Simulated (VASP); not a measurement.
# Si3Ge (P3m1) in VASP: single point with PBEsol

Aim: the single point of Si3Ge with PBEsol.

All numbers are computed with VASP 6.6.1; they aren't measurements. Logs are shortened: lines on timing, memory, paths and dates and some standing lists are left out, and cuts for length are marked.

### 1 The structure

The structure is trigonal, space group P3m1 (No. 156). Conventional cell: a = 3.862 Å, b = 3.862 Å, c = 6.382 Å, α = 90.00°, β = 90.00°, γ = 120.00°. Ge (site symmetry 3m) is surrounded by 4 Si at 2.38 to 2.41 Å. Si (site symmetry 3m) has 4 Si at 2.36 Å as nearest neighbours. Si (site symmetry 3m) has 3 Si at 2.36 Å and 1 Ge at 2.41 Å as nearest neighbours. Si (site symmetry 3m) has 1 Si at 2.36 Å and 3 Ge at 2.38 Å as nearest neighbours.

The cell comes from a database or a generator and needn't be the stable form of this composition.

### 2 Single point, PBEsol

Contents of INCAR:

```
PREC     = Accurate       # precision mode
ENCUT    = 520            # plane-wave cutoff, eV
EDIFF    = 1E-7           # SCF threshold, eV
ISMEAR   = 0              # smearing method
SIGMA    = 0.02           # smearing width, eV
LREAL    = F              # projectors in reciprocal space
LASPH    = T              # aspherical terms in the spheres
NELM     = 100            # most SCF steps
ALGO     = Fast           # electronic algorithm
ISIF     = 2              # what is computed and relaxed
LWAVE    = F              # write WAVECAR
LCHARG   = T              # write CHGCAR
GGA      = PS             # functional
LELF     = T              # ELF
LVHAR    = T            
NBANDS   = 21             # bands
```

Contents of KPOINTS:

```
regular mesh
0
Gamma
  12 12 6
```

Contents of POSCAR:

```
Si3Ge
1.0
    3.8621372389      0.0000000000      0.0000000000
   -1.9310686195      3.3447089618      0.0000000000
    0.0000000000      0.0000000000      6.3818399926
Ge Si
1 3
Direct
    0.3333333333      0.6666666667      0.0003380030
    0.6666666667      0.3333333333      0.4996050280
    0.3333333333      0.6666666667      0.3780722154
    0.6666666667      0.3333333333      0.8699847536
```

Potentials or basis: VASP PAW PBE potentials, release 64 (Ge_d, Si).

Run with:

```console
$ cat potpaw_PBE.64/Ge_d/POTCAR potpaw_PBE.64/Si/POTCAR > POTCAR
$ mpirun -np 1 vasp_std > vasp.out
```

OUTCAR:

```text
PREC = Accurate
   ENCUT = 520
   EDIFF = 1E-7
   ISMEAR = 0
   LREAL = F
   LASPH = T
   NELM = 100
   ISIF = 2
   GGA = PS

 ion  position               nearest neighbor table
   1  0.333  0.667  0.000-   4 2.38   4 2.38   4 2.38   3 2.41
   2  0.667  0.333  0.500-   3 2.36   3 2.36   3 2.36   4 2.36
   3  0.333  0.667  0.378-   2 2.36   2 2.36   2 2.36   1 2.41
   4  0.667  0.333  0.870-   2 2.36   1 2.38   1 2.38   1 2.38

  LATTYP: Found a hexagonal cell.
 ALAT       =     3.8621372389
 C/A-ratio  =     1.6524115012

  Lattice vectors:

 A1 = (   3.8621372389,   0.0000000000,   0.0000000000)
 A2 = (  -1.9310686195,   3.3447089618,   0.0000000000)
 A3 = (   0.0000000000,   0.0000000000,   6.3818399926)

Analysis of symmetry for initial positions (statically):
=====================================================================
 Subroutine PRICEL returns:
 Original cell was already a primitive cell.

 Routine SETGRP: Setting up the symmetry group for a
 hexagonal supercell.

 Subroutine GETGRP returns: Found  6 space group operations
 (whereof  6 operations were pure point group operations)
 out of a pool of 24 trial point group operations.

The static configuration has the point symmetry C_3v.

Analysis of symmetry for dynamics (positions and initial velocities):
=====================================================================
 Subroutine PRICEL returns:
 Original cell was already a primitive cell.

 Routine SETGRP: Setting up the symmetry group for a
 hexagonal supercell.

 Subroutine GETGRP returns: Found  6 space group operations
 (whereof  6 operations were pure point group operations)
 out of a pool of 24 trial point group operations.

The dynamic configuration has the point symmetry C_3v.

 Subroutine INISYM returns: Found  6 space group operations
 (whereof  6 operations are pure point group operations),
 and found     1 'primitive' translations

----------------------------------------------------------------------------------------

                                     Primitive cell

  volume of cell :      82.4389

  direct lattice vectors                    reciprocal lattice vectors
     3.862137239  0.000000000  0.000000000     0.258923994  0.149489838  0.000000000
    -1.931068619  3.344708962  0.000000000     0.000000000  0.298979675  0.000000000
     0.000000000  0.000000000  6.381839993     0.000000000  0.000000000  0.156694621

  length of vectors
     3.862137239  3.862137239  6.381839993     0.298979675  0.298979675  0.156694621

  position of ions in fractional coordinates (direct lattice)
     0.333333333  0.666666667  0.000338003
     0.666666667  0.333333333  0.499605028
     0.333333333  0.666666667  0.378072215
     0.666666667  0.333333333  0.869984754

  ion indices of the primitive-cell ions
   primitive index   ion index
                 1           1
                 2           2
                 3           3
                 4           4

----------------------------------------------------------------------------------------

 KPOINTS: regular mesh

Automatic generation of k-mesh.
 Grid dimensions read from file:
 generate k-points for:   12   12    6

 Generating k-lattice:

  Cartesian coordinates                     Fractional coordinates (reciprocal lattice)
     0.021577000  0.012457486  0.000000000     0.083333333  0.000000000  0.000000000
     0.000000000  0.024914973  0.000000000     0.000000000  0.083333333  0.000000000
     0.000000000  0.000000000  0.026115770     0.000000000  0.000000000  0.166666667

  Length of vectors
     0.024914973  0.024914973  0.026115770

  Shift w.r.t. Gamma in fractional coordinates (k-lattice)
     0.000000000  0.000000000  0.000000000

 Subroutine IBZKPT returns following result:
 ===========================================

 Found    100 irreducible k-points:

 Following reciprocal coordinates:
            Coordinates               Weight
  0.000000  0.000000  0.000000      1.000000
  0.083333 -0.000000  0.000000      6.000000
  0.166667 -0.000000  0.000000      6.000000
  0.250000  0.000000  0.000000      6.000000
  0.333333  0.000000  0.000000      6.000000
  0.416667 -0.000000  0.000000      6.000000
[... 16 lines left out ...]
  0.166667 -0.000000  0.166667      6.000000
  0.000000  0.166667  0.166667      6.000000
 [... further k-points ...]
   k-points           NKPTS =    100   k-points in BZ     NKDIM =    100   number of bands    NBANDS=     21
   number of dos      NEDOS =    301   number of ions     NIONS =      4
   total plane-waves  NPLWV =  43200
   dimension x,y,z NGX =    30 NGY =   30 NGZ =   48
   dimension x,y,z NGXF=    60 NGYF=   60 NGZF=   96
   ions per type =               1   3
   NGX,Y,Z   is equivalent  to a cutoff of  12.91, 12.91, 12.50 a.u.
   NGXF,Y,Z  is equivalent  to a cutoff of  25.83, 25.83, 25.01 a.u.
 SYSTEM =  unknown system
   PREC   = accura    normal or accurate (medium, high low for compatibility)
   ISTART =      0    job   : 0-new  1-cont  2-samecut
   ICHARG =      2    charge: 1-file 2-atom 10-const
   ISPIN  =      1    spin polarized calculation?
   LNONCOLLINEAR =      F non collinear calculations
   LSORBIT =      F    spin-orbit coupling
   LASPH  =      T    aspherical Exc in radial PAW
   ENCUT  =  520.0 eV  38.22 Ry    6.18 a.u.   7.18  7.18 11.87*2*pi/ulx,y,z
   NELM   =    100;   NELMIN=  2; NELMDL= -5     # of ELM steps
   EDIFF  = 0.1E-06   stopping-criterion for ELM
   LREAL  =      F    real-space projection
   EDIFFG = 0.1E-05   stopping-criterion for IOM
   NSW    =      0    number of steps for IOM
   IBRION =     -1    ionic relax: 0-MD 1-quasi-New 2-CG
   NFREE  =      0    steps in history (QN), initial steepest desc. (CG)
   ISIF   =      2    stress and relaxation
   ISYM   =      2    0-nonsym 1-usesym 2-fastsym
   POTIM  = 0.5000    time-step for ionic-motion
   TEBEG  =    0.0;   TEEND  =   0.0 temperature during run
   PSTRESS=    0.0 pullay stress
   NELECT =      26.0000    total number of electrons
   NUPDOWN=      -1.0000    fix difference up-down
   EMIN   =  10.00;   EMAX   =-10.00  energy-range for DOS
   EFERMI =   0.00;   METHOD = LEGACY
   ISMEAR =     0;   SIGMA  =   0.02  broadening in eV -4-tet -1-fermi 0-gaus
   EFERMI_NEDOS =   21; number of points for ismear=-14 and -15
   IALGO  =     68    algorithm
   IMIX   =      4    mixing-type and parameters
     AMIX     =   0.40;   BMIX     =  1.00
     AMIX_MAG =   1.60;   BMIX_MAG =  1.00
  volume/ion in A,a.u.               =      20.61       139.08
  Fermi-wavevector in a.u.,A,eV,Ry     =   1.114351  2.105818 16.895414  1.241778
  Thomas-Fermi vector in A             =   2.250945
   LORBIT       =      0    0 simple, 1 ext, 2 COOP (PROOUT), +10 PAW based schemes
   GGA     = PS    functional components
   LHFCALC =     F    Hartree Fock is set to
   AEXX    =    0.0000 exact exchange contribution
   IVDW    =     0    specifies the selected vdW correction
   LEPSILON=     F    determine dielectric tensor
   LRPA    =     F    only Hartree local field effects (RPA)
 non-spin polarized calculation
 RMM-DIIS sequential band-by-band and
 Gauss-broadening in eV      SIGMA  =   0.02
  energy-cutoff  :      520.00
  volume of cell :       82.44
 maximum number of plane-waves:      2250
 NGX is ok and might be reduce to    30
   NGX = 15   NGY = 15   NGZ = 23

 number of electron      25.9999990 magnetization

 Free energy of the ion-electron system (eV)
  ---------------------------------------------------
  ext. energy  EPLUGINS =         0.00000000
  ---------------------------------------------------
  free energy    TOTEN  =       -22.09837949 eV

  energy without entropy =      -22.09837949  energy(sigma->0) =      -22.09837949

 E-fermi :   5.9565     XC(G=0):  -9.7232

 val. band max:        5.8265341565   @ k =   0.0000   0.0000   0.0000
 cond. band min:       6.1041009459   @ k =   0.5000   0.0000   0.0000
 fundamental gap:      0.2775667894
 Fermi energy:         5.9565340430

 k-point     1 :       0.0000    0.0000    0.0000
  band No.  band energies     occupation
      1     -18.6081      2.00000
      2     -18.6027      2.00000
      3     -18.6027      2.00000
      4     -18.5751      2.00000
      5     -18.5751      2.00000
      6      -6.6962      2.00000
[... 13 lines left out ...]
     20      10.0074      0.00000
     21      11.9889      0.00000

 k-point     2 :       0.0833   -0.0000    0.0000
  band No.  band energies     occupation
      1     -18.6077      2.00000
      2     -18.6028      2.00000
      3     -18.6023      2.00000
      4     -18.5753      2.00000
      5     -18.5749      2.00000
      6      -6.6161      2.00000
[... 13 lines left out ...]
     20      10.3051      0.00000
     21      11.4377      0.00000

 k-point     3 :       0.1667   -0.0000    0.0000
  band No.  band energies     occupation
      1     -18.6071      2.00000
      2     -18.6030      2.00000
      3     -18.6011      2.00000
      4     -18.5758      2.00000
      5     -18.5743      2.00000
      6      -6.3779      2.00000
[... 13 lines left out ...]
     20      11.0200      0.00000
     21      11.2569      0.00000

 k-point     4 :       0.2500    0.0000    0.0000
  band No.  band energies     occupation
      1     -18.6072      2.00000
      2     -18.6023      2.00000
      3     -18.5996      2.00000
      4     -18.5764      2.00000
      5     -18.5733      2.00000
      6      -5.9897      2.00000
[... 13 lines left out ...]
     20      11.7942      0.00000
     21      12.4810      0.00000

 k-point     5 :       0.3333    0.0000    0.0000
  band No.  band energies     occupation
      1     -18.6078      2.00000
      2     -18.6011      2.00000
      3     -18.5983      2.00000
      4     -18.5770      2.00000
      5     -18.5722      2.00000
      6      -5.4731      2.00000
[... 13 lines left out ...]
     20      12.5951      0.00000
     21      12.9350      0.00000

 k-point     6 :       0.4167   -0.0000    0.0000
  band No.  band energies     occupation
      1     -18.6085      2.00000
      2     -18.6001      2.00000
      3     -18.5974      2.00000
      4     -18.5773      2.00000
      5     -18.5712      2.00000
      6      -4.8978      2.00000
[... 13 lines left out ...]
     20      12.3861      0.00000
     21      13.6618      0.00000

 k-point     7 :       0.5000    0.0000    0.0000
  band No.  band energies     occupation
      1     -18.6088      2.00000
      2     -18.5998      2.00000
      3     -18.5971      2.00000
      4     -18.5774      2.00000
      5     -18.5708      2.00000
      6      -4.5620      2.00000
[... 13 lines left out ...]
     20      12.4508      0.00000
     21      13.7710      0.00000
[... 291 lines left out ...]
      1     -18.6080      2.00000
      2     -18.6027      2.00000
      3     -18.6027      2.00000
      4     -18.5751      2.00000
      5     -18.5751      2.00000
      6      -6.6104      2.00000
[... 13 lines left out ...]
     20       9.8135      0.00000
     21      12.2477      0.00000

 k-point    21 :       0.0833   -0.0000    0.1667
  band No.  band energies     occupation
      1     -18.6077      2.00000
      2     -18.6028      2.00000
      3     -18.6023      2.00000
      4     -18.5753      2.00000
      5     -18.5749      2.00000
      6      -6.5303      2.00000
[... 13 lines left out ...]
     20      10.1421      0.00000
     21      11.7888      0.00000

 k-point    22 :       0.0000    0.0833    0.1667
  band No.  band energies     occupation
      1     -18.6077      2.00000
      2     -18.6028      2.00000
      3     -18.6023      2.00000
      4     -18.5753      2.00000
      5     -18.5749      2.00000
      6      -6.5303      2.00000
[... 13 lines left out ...]
     20      10.0903      0.00000
     21      11.7521      0.00000

 k-point    23 :       0.1667   -0.0000    0.1667
  band No.  band energies     occupation
      1     -18.6071      2.00000
      2     -18.6030      2.00000
      3     -18.6011      2.00000
      4     -18.5758      2.00000
      5     -18.5743      2.00000
      6      -6.2924      2.00000
[... 13 lines left out ...]
     20      10.9435      0.00000
     21      11.2541      0.00000

 k-point    24 :       0.0000    0.1667    0.1667
  band No.  band energies     occupation
      1     -18.6071      2.00000
      2     -18.6029      2.00000
      3     -18.6011      2.00000
      4     -18.5758      2.00000
      5     -18.5743      2.00000
      6      -6.2924      2.00000
[... 13 lines left out ...]
     20      10.8406      0.00000
     21      11.2674      0.00000

 [... further k-points ...]

------------------------ aborting loop because EDIFF is reached ----------------------------------------

  FORCE on cell =-STRESS in cart. coord.  units (eV):
  Direction    XX          YY          ZZ          XY          YZ          ZX
  --------------------------------------------------------------------------------------
  -------------------------------------------------------------------------------------
  Total        0.0213016      0.0213016      0.0175089     -0.0000000      0.0000000      0.0000000
  in kB        0.4139919      0.4139919      0.3402813     -0.0000000      0.0000000      0.0000000
  external PRESSURE =       0.3894217 kB  Pullay stress =       0.0000000 kB

 VOLUME and BASIS-vectors are now :
 -----------------------------------------------------------------------------
  energy-cutoff  :      520.00
  volume of cell :       82.44
      direct lattice vectors                 reciprocal lattice vectors
     3.862137239  0.000000000  0.000000000     0.258923994  0.149489838  0.000000000
    -1.931068619  3.344708962  0.000000000     0.000000000  0.298979675  0.000000000
     0.000000000  0.000000000  6.381839993     0.000000000  0.000000000  0.156694621

 POSITION                                       TOTAL-FORCE (eV/Angst)
 -----------------------------------------------------------------------------------
     -0.00000      2.22981      0.00216        -0.000000     -0.000000      0.000161
      1.93107      1.11490      3.18840         0.000000     -0.000000     -0.000726
     -0.00000      2.22981      2.41280         0.000000      0.000000     -0.008606
      1.93107      1.11490      5.55210        -0.000000      0.000000      0.009171
 -----------------------------------------------------------------------------------
    total drift:                                0.000000     -0.000000      0.000175

  FREE ENERGIE OF THE ION-ELECTRON SYSTEM (eV)
  ---------------------------------------------------
  free  energy   TOTEN  =       -22.0983794881 eV

  energy  without entropy=      -22.0983794881  energy(sigma->0) =      -22.09837949
```

Run time: 98 s. Hardware: 1 thread of Intel Xeon 6975P-C (Granite Rapids), shared host; peak memory 0.3 GiB.

What came out:

| Property | Result |
| --- | --- |
| Free energy | -22.0984 eV |
| Pressure | 0.0 GPa |
| Largest force | 0.009 eV/Å |
| Band gap on the k mesh | 0.28 eV, indirect (least direct gap 0.63 eV) |

Forces on the atoms (eV/Å):
```
Ge   0.000  0.000  0.000
Si   0.000  0.000 -0.001
Si   0.000  0.000 -0.009
Si   0.000  0.000  0.009
```

Caveat: the PAW data sets were made with another functional, which shifts forces and pressure a little. As with any semilocal functional, this PBEsol gap is likely too small.
